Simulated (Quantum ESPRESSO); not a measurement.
## TiTe: phonons at points of the zone under several settings

```xyz
2
Lattice="3.6311 0.0000 0.0000 0.0000 3.6311 0.0000 0.0000 0.0000 3.6311" Properties=species:S:1:pos:R:3 pbc="T T T"
Ti    0.0000    0.0000    0.0000
Te    1.8155    1.8155    1.8155
```

The cell comes from a database or a generator and needn't be the stable form of this composition.

All runs used Quantum ESPRESSO 7.5; potentials GBRV 1.5 LDA; k mesh 7 × 7 × 7; given cell, atoms relaxed; no spin polarisation; cutoff 612 eV; occupations cold, width 0.2 eV.

```tsv
level	point	frequencies (cm⁻¹)
LDA	Γ (0.000, 0.000, 0.000)	?
LDA	M (0.500, 0.500, 0.000)	197i 197i 75i 63i 84 84
LDA	R (0.500, 0.500, 0.500)	177i 177i 177i 78 78 78
```

Problem. What stands in the row left open?

Solution. Frequencies 64i 64i 64i 0 0 0 cm⁻¹.

Values marked i are imaginary: the cell is unstable against those modes at that level, or the meshes are too thin.

Caveats: the mesh is thin for the phonons of a metal; some modes are imaginary; the cell is more than 3 GPa from zero pressure, which shifts response properties; the q point doesn't lie on the k mesh, which can shift a metal's frequencies strongly unless the mesh is converged (some runs).

For the row left open. Caveat: the mesh is thin for the phonons of a metal; some modes are imaginary; the cell is more than 3 GPa from zero pressure, which shifts response properties.
